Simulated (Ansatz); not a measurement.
**Se in Ansatz: convergence with k mesh**

Input of the first run (k mesh 2 × 2 × 2); the others differ in this setting and in those tied to it:

input.yaml

```yaml
crystal:
  lattice:
    - [4.35517, 0.0, 0.0]
    - [-2.177585, 3.7716878578, 0.0]
    - [0.0, 0.0, 4.94945]
  atoms:
    - { symbol: Se, position: [0.783874, 0.790435, 0.498354] }
    - { symbol: Se, position: [0.018593, 0.221544, 0.834901] }
    - { symbol: Se, position: [0.20435, -0.003645, 0.172096] }
hamiltonian:
  xc: pbe
  pseudopotentials: { kind: paw }
kpoints:
  mp_grid: { grid: [2, 2, 2] }
scf:
  occupations: { method: gaussian, width: 0.1 }
output:
  forces: true
  stress: true
  eigenvalues: true
```

Potentials or basis: Ansatz PAW.

The run is started by

```sh
$ ansatz run input.yaml --threads 2 --pin off --max-ram 5632MiB --backend cpu --events-out ev --progress --plain --runs-dir out
```

The cell isn't the ideal one: atoms moved at random, drawn with an rms of 0.05 Å.

Hardware: 2 threads of Intel(R) Xeon(R) Processor @ 2.50GHz (Skylake/Cascade Lake), with other jobs on the host.

**Question.** The values tried are 2 × 2 × 2, 3 × 3 × 2, 4 × 4 × 3, 5 × 5 × 4, 6 × 6 × 5, 8 × 8 × 6, 10 × 10 × 8, 12 × 12 × 9, loosest first. From which on does the pressure stay within 0.1 GPa of the tightest run that finished?

**Answer.** From 4 × 4 × 3 on.

```
     k mesh  energy less the tightest run, at zero smearing (meV/atom)  pressure (GPa)  largest force (eV/Å)  gap on the mesh (eV)  SCF cycles  CPU time (s)  peak memory (GiB)
  2 × 2 × 2                                                      49.97            7.78                 2.169                 1.143           7           2.8               0.32
  3 × 3 × 2                                                      47.46            8.15                 2.233                 1.026           6           3.8               0.31
  4 × 4 × 3                                                      -1.86            7.71                 2.013                 1.657           6           8.1               0.34
  5 × 5 × 4                                                       0.78            7.71                 2.043                 1.084           6            15               0.38
  6 × 6 × 5                                                      -0.03            7.70                 2.038                 1.272           6            27               0.43
  8 × 8 × 6                                                       0.06            7.70                 2.039                 0.953           6            62               0.58
10 × 10 × 8                                                       0.00            7.70                 2.039                 0.943           6           130               0.89
12 × 12 × 9                                                       0.00            7.70                 2.039                 0.985           6           210                1.3
```

Against the tightest run, the energy stays within 1 meV/atom from 5 × 5 × 4 on; the largest force stays within 0.005 eV/Å from 5 × 5 × 4 on. Not settled before the last step: the gap on the mesh (to 0.01 eV). Meshes of other sizes hit other points, so gaps and Fermi surfaces needn't settle smoothly. The tightest run that finished is the yardstick and may itself not be fully converged.

Caveat, for the tightest run too: odd divisions of the mesh miss points on the zone boundary, where band edges often lie, so the gap on the mesh can be too wide.
